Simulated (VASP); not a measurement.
A run of VASP 6.6.1 is set up as follows.

Contents of INCAR:

```
SYSTEM = BaZrO3
PREC = Accurate ; ENCUT = 600
EDIFF = 1E-7 ; ISMEAR = 0
SIGMA = 0.02 ; LREAL = .False.
LASPH = .True. ; NELM = 100
ALGO = Normal ; ISIF = 3
LWAVE = .False. ; LCHARG = .False.
GGA = PS ; IBRION = 2
NSW = 100 ; EDIFFG = -0.005
```

KPOINTS

```
regular mesh
0
Gamma
  6 6 6
  0 0 0
```

File POSCAR:

```
BaZrO3
1.0
    2.9559015618      1.7065905624      2.4135561838
   -2.9559015618      1.7065905624      2.4135561838
    0.0000000000     -3.4131811248      2.4135561838
Ba Zr O
1 1 3
Direct
    0.0038016312      0.0038016312      0.0038016312
    0.5038283432      0.5038283432      0.5038283432
    0.5038650763      0.5038650763      0.0038398729
    0.0038398729      0.5038650763      0.5038650763
    0.5038650763      0.0038398729      0.5038650763
```

Potentials or basis: VASP PAW PBE potentials, release 64 (Ba_sv, Zr_sv, O).

Run with:

```sh
$ cat potpaw_PBE.64/Ba_sv/POTCAR potpaw_PBE.64/Zr_sv/POTCAR potpaw_PBE.64/O/POTCAR > POTCAR
$ mpirun -np 1 vasp_std > vasp.out
```

(1) Predict the band gap on the k mesh.

(2) What does it give for the relaxed volume?

Results:

(1) 3.11 eV, indirect (least direct gap 3.33 eV).

(2) 14.71 Å³/atom.

Caveat: the PAW data sets were made with another functional, which shifts forces and pressure a little; spin-orbit coupling is left out, which moves the levels of the heavy elements.
